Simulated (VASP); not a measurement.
Set up this calculation in VASP 6.6.1, as the native input.

```
Task                   : single point
Functional             : PBE
Potentials or basis    : VASP PAW PBE potentials, release 64 (Si)
Cutoff                 : 520 eV
k mesh                 : 10 × 10 × 10
Occupations            : gaussian, width 0.02 eV
Spin                   : no spin polarisation
Dipole correction      : no
Further INCAR settings : ALGO = Normal; EDIFF = 1e-06; NBANDS = 11
```

The structure of Si lies in POSCAR:

```
Si
1.0
    0.0000000000      2.7348383248      2.7348383248
    2.7348383248      0.0000000000      2.7348383248
    2.7348383248      2.7348383248      0.0000000000
Si
2
Direct
    0.7500000000      0.7500000000      0.7500000000
    0.5000000000      0.5000000000      0.5000000000
```

One way to write it, as run:

INCAR

```
PREC = Accurate
ENCUT = 520
EDIFF = 1E-6
ISMEAR = 0
SIGMA = 0.02
LREAL = F
LASPH = T
NELM = 80
ALGO = Normal
ISIF = 2
LWAVE = F
LCHARG = T
GGA = PE
LELF = T
LVHAR = T
NBANDS = 11
```

KPOINTS

```
regular mesh
0
Gamma
  10 10 10
```

Potentials or basis: VASP PAW PBE potentials, release 64 (Si).

The run is started by

```sh
$ cat potpaw_PBE.64/Si/POTCAR > POTCAR
$ mpirun -np 1 vasp_std > vasp.out
```

It gave:

| Quantity | Value |
| --- | --- |
| Pressure | 0.0 GPa |
| Band gap on the k mesh | 0.62 eV, indirect (least direct gap 2.56 eV) |

Run time: 13 s on 1 thread of AMD EPYC 9R14 (Zen 4), with other jobs on the host, peak memory 0.13 GiB.
